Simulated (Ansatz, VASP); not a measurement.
One calculation of Pt, two programs

Contents of INCAR:

```
ALGO     = Normal         # electronic algorithm
EDIFF    = 1E-6           # SCF threshold, eV
ENCUT    = 520            # plane-wave cutoff, eV
GGA      = PE             # functional
ISIF     = 2              # what is computed and relaxed
ISMEAR   = 1              # smearing method
LASPH    = T              # aspherical terms in the spheres
LCHARG   = F              # write CHGCAR
LREAL    = F              # projectors in reciprocal space
LWAVE    = F              # write WAVECAR
NBANDS   = 11             # bands
NELM     = 80             # most SCF steps
PREC     = Accurate       # precision mode
SIGMA    = 0.2            # smearing width, eV
```

File KPOINTS:

```
k-points
0
Gamma
  12 12 12
```

POSCAR

```
Pt
1.0
   -1.5842200000      1.5842200000      1.5842200000
    1.5842200000     -1.5842200000      1.5842200000
    1.5842200000      1.5842200000     -1.5842200000
Pt
1
Direct
    0.0000000000      0.0000000000      0.0000000000
```

The input input.yaml:

```yaml
crystal:
  lattice:
    - [-1.58422, 1.58422, 1.58422]
    - [1.58422, -1.58422, 1.58422]
    - [1.58422, 1.58422, -1.58422]
  atoms:
    - { symbol: Pt, position: [0.0, 0.0, 0.0] }
hamiltonian:
  xc: pbe
  pseudopotentials: { kind: paw }
kpoints:
  mp_grid: { grid: [12, 12, 12] }
scf:
  occupations: { method: methfessel_paxton, width: 0.2 }
output:
  forces: true
  stress: true
  eigenvalues: true
  write_density: true
  write_potential: true
  elf: true
  volumetric_format: npy
```

This isn't the form of Pt at room conditions, which is fcc.

Alike in both runs: functional PBE; k mesh 12 × 12 × 12; occupations methfessel-paxton of order 1, width 0.2 eV; no spin polarisation.

|  | VASP | Ansatz |
| --- | --- | --- |
| version | VASP 6.6.1 | Ansatz 0.2.0 |
| potentials or method | VASP PAW PBE potentials, release 64 (Pt) | Ansatz PAW |
| plane-wave cutoff (eV) | 520 | 420 |
| valence electrons in the cell | 10 | 18 |
| task | single point | electrostatic potential |

VASP gave:

| Item | Value |
| --- | --- |
| gap on the k mesh at the Fermi level (eV) | none |
| pressure (GPa) | -1.8 |

What did Ansatz give for the same quantities?

gap on the k mesh at the Fermi level (eV): none; pressure (GPa): -1.4.

A gap of «none» marks a metal or a gap that the smearing closes. The two sets of potentials don't hold the same shells in valence.

Spin-orbit coupling is left out, which matters for the levels of Pt.
